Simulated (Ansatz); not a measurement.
Input and output of a single-point calculation on BP (zincblende) (Ansatz, HSE06). The cell was relaxed with r2SCAN and then strained (epitaxial -1.0 % in the xy plane, free normal strain +0.41 %), with the atoms relaxed again with r2SCAN; k points keep the names of the unstrained zone.

input.yaml:
```yaml
crystal:
  lattice:
    - [0.0, 2.2456325122, 2.2775840145]
    - [2.2456325122, 0.0, 2.2775840145]
    - [2.2456325122, 2.2456325122, 0.0]
  atoms:
    - { symbol: B, position: [0.0, 0.0, 0.0] }
    - { symbol: P, position: [0.25, 0.25, 0.25] }
kpoints:
  mp_grid: { grid: [6, 6, 6] }
  band_path:
    path:
      - [0.0, 0.0, 0.0]
      - [-0.5, -0.5, 0.0]
      - [-0.375, -0.375, 0.25]
      - [-0.375, 0.0, 0.375]
      - [0.0, 0.0, 0.5]
      - [-0.5, -0.25, 0.25]
      - [0.0, 0.414062, 0.414062]
    npoints: 1
hamiltonian:
  xc: hse06
scf:
  occupations: { method: fixed }
  n_extra_bands: 4
output:
  forces: true
  stress: true
  eigenvalues: true
```

Task: What wall time did it need on 1 × NVIDIA H100 80GB HBM3 with 2 threads of AMD EPYC 7R13 Processor (Zen 3), with other jobs on the host, load about 1.8 per core, and how much host memory at the peak?

Result: About 25 s, with a peak of 1.5 GiB.

Abridged output:
```
Functional definition: HSE06
Crystal: 2 atoms, lattice volume = 22.971 Å³
Basis set: ecut = 420 eV, 459 PW (Γ)
Bands: 8, of which v1, the nominal top of the filled ones, is band 4 counted from 1 (3 counted from 0)
Symmetry: 8 space group operations
Space group: I-4m2 (ITA 119)
k-points: 30 of 216 (time reversal used)
Exchange kernel: α = 0.2500, screened, ω = 0.2079 Å⁻¹, Wigner–Seitz truncation, v(0) = 1042.4282 eV·Å³, q-mesh 6×6×6
hybrid outer 1: dexx = +2.318e-3 eV, tail = 3.45e-6 eV
hybrid outer 2: dexx = +2.279e-8 eV, tail = 7.45e-9 eV, Δε = 1.62e-3 eV
NSCF: frozen V_eff on 7 k-points
Free energy (F): -913.113017 eV
Fermi energy:    9.134768 eV
--- Per-component energies (eV) ---
  E_band       = 14.838192
  E_kinetic    = 122.383570
  E_local      = -65.770982
  E_nonlocal   = 44.382356
  E_hartree    = 16.813892
  E_xc         = -77.682381
  E_vxc        = -81.865753
  E_exx        = -13.808673
  E_paw        = -652.227827
  E_vpaw       = -10.301319
  E_ewald      = -287.114764
  E_core_change = -0.088209
--- Forces (eV/Å), atoms counted from 1 ---
  atom   1  B       0.00000      0.00000      0.00000
  atom   2  P       0.00000      0.00000      0.00000
--- Stress (GPa, compression-positive) ---
        2.847600       0.000000       0.000000
        0.000000       2.847600       0.000000
        0.000000       0.000000      -1.303904
  P = ⅓ Tr σ = 1.4638 GPa (14.638 kbar)
```

bands.tsv, columns around the gap (it counts bands from 0):
```tsv
# k_distance	band_0	band_1	band_2	band_3	band_4	band_5	band_6	band_7
# fermi_ev = 9.134768
# [0, 0, 0] at k_distance = 0.000000
# [-0.5, -0.5, 0] at k_distance = 1.379353
# [-0.375, -0.375, 0.25] at k_distance = 1.873967
# [-0.375, 0, 0.375] at k_distance = 2.728672
# [0, 0, 0.5] at k_distance = 3.583377
# [-0.5, -0.25, 0.25] at k_distance = 4.565690
# [0, 0.414062, 0.414062] at k_distance = 6.019420
# levels_relative_to = fermi_ev
0.000	-17.302	-0.150	0.000	0.000	4.294	4.294	4.374	8.909
1.379	-11.910	-9.810	-4.536	-4.536	2.090	2.485	13.915	13.915
1.874	-11.861	-9.311	-6.978	-3.845	2.996	7.230	11.291	12.211
2.729	-11.796	-9.207	-6.963	-4.009	2.808	6.954	11.231	12.249
3.583	-13.566	-10.179	-2.106	-1.906	4.760	5.638	5.761	11.363
4.566	-11.510	-9.151	-6.343	-6.135	6.346	7.826	8.686	8.879
6.019	-12.926	-8.278	-4.520	-4.486	1.830	2.870	12.723	13.124
```
In order the rows are Γ, X, U, K, L, W, Γ–X (0.83).

The HSE06 gap is indirect, 1.83 eV (Γ to Γ–X (0.83 of the way from Γ)), below the direct gap of 4.29 eV at Γ. The gap is the least over the mesh and the extra points. The mean pressure at these positions is +1.5 GPa, compression counted positive. (The program warns that its thresholds are loose for a hybrid's stress.)

Calculated for a static, non-magnetic cell.

The meshes of the hybrids are coarse, so their gaps aren't converged to the digits shown.
